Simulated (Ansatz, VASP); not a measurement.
**InAs in VASP and in Ansatz**

INCAR

```
SYSTEM = InAs
ALGO     = Normal         ! electronic algorithm
EDIFF    = 1E-8           ! SCF threshold, eV
ENCUT    = 520            ! plane-wave cutoff, eV
GGA      = PE             ! functional
ISIF     = 2              ! what is computed and relaxed
ISMEAR   = -1             ! smearing method
LASPH    = .True.         ! aspherical terms in the spheres
LCHARG   = .False.        ! write CHGCAR
LEFG     = .True.       
LREAL    = .False.        ! projectors in reciprocal space
LWAVE    = .False.        ! write WAVECAR
NBANDS   = 16             ! bands
NELM     = 60             ! most SCF steps
PREC     = Accurate       ! precision mode
SIGMA    = 0.08           ! smearing width, eV
```

KPOINTS

```
k-points
0
Gamma
  10 10 10
  0 0 0
```

File POSCAR:

```
InAs
1.0
    0.0000000000      2.9831301251      2.9831301251
    2.9831301251      0.0000000000      2.9831301251
    2.9831301251      2.9831301251      0.0000000000
In As
1 1
Direct
    0.0000000000      0.0000000000      0.0000000000
    0.7500000000      0.7500000000      0.7500000000
```

Input for Ansatz:

```yaml
crystal:
  lattice:
    - [0.0, 2.9831301251, 2.9831301251]
    - [2.9831301251, 0.0, 2.9831301251]
    - [2.9831301251, 2.9831301251, 0.0]
  atoms:
    - { symbol: In, position: [0.0, 0.0, 0.0] }
    - { symbol: As, position: [0.75, 0.75, 0.75] }
kpoints:
  mp_grid: { grid: [10, 10, 10] }
scf:
  occupations: { method: fermi_dirac, width: 0.08 }
hamiltonian:
  xc: pbe
  pseudopotentials: { kind: paw }
output:
  forces: true
  stress: true
  eigenvalues: true
  efg: { contact_densities: true }
```

Change from the starting cell: volume scaled by 0.96, PAW files.

Alike in both runs: task electric field gradients; functional PBE; k mesh 10 × 10 × 10; occupations fermi-dirac, width 0.08 eV; no spin polarisation.

```csv
,VASP,Ansatz
version,VASP 6.6.1,Ansatz 0.2.0
potentials or method,"VASP PAW PBE potentials, release 64 (In_d, As)","PAW with Ansatz's default frozen-core files, scalar-relativistic"
plane-wave cutoff (eV),520,420
valence electrons in the cell,18,28
```

|  | VASP | Ansatz | Ansatz less VASP |
| --- | --- | --- | --- |
| pressure (GPa) | 6.9 | 6.8 | -0.08 |
| Vzz of the field gradient on the site that differs most (V/Å²) | 0.0 | 0.0 | 0.00 |

The two sets of potentials don't hold the same shells in valence. Ansatz warned: «gradients_without_spin_orbit».
